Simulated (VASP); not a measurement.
Runs of VASP 6.6.1 on MoSe2. The structure is hexagonal, space group P6_3/mmc (No. 194). Conventional cell: a = 3.278 Å, b = 3.278 Å, c = 12.730 Å, α = 90.00°, β = 90.00°, γ = 120.00°. Around Mo (site symmetry -6m2) lie 6 Se at 2.53 Å. Se (site symmetry 3m) is surrounded by 3 Mo at 2.53 Å. The cell is a database's computed one.

```tsv
task	level	potentials or basis	cell	k mesh	cutoff (eV)	gap on the mesh (eV)	pressure (GPa)
band structure	PBE	VASP PAW PBE potentials, release 64 (Mo_sv, Se)	as given	12 × 12 × 4	300	0.77	3.8
relaxation of cell and atoms	PBE+D3(BJ)	VASP PAW PBE potentials, release 64 (Mo_sv, Se)	relaxed	10 × 10 × 3	600	0.76	0.0
dielectric tensor	PBE	VASP PAW PBE potentials, release 64 (Mo_sv, Se)	as given	11 × 11 × 3	450	(a)	-
band structure	LDA	VASP PAW LDA potentials, release 64 (Mo_sv, Se)	as given	12 × 12 × 4	450	(b)	-3.4
```

Alike in all rows: no spin polarisation; smearing gaussian 0.02 eV.

Question: Fill in the values left out.

Answer: (a) 0.73; (b) 0.71.

Caveats: this functional lacks dispersion, which binds the layers, so the pressure and a relaxed spacing across them are unreliable (some runs); an odd mesh through Γ misses points on the zone boundary, where band edges often lie (some runs); the cutoff is under 1.25 times the usual one of these potentials, so pressure, stress and relaxed cells hold a basis-set (Pulay) error (some runs); the relaxation stopped at its first step, so nothing moved (some runs).

A k mesh can miss the band edges, and the runs leave out spin-orbit coupling on Mo, Se.
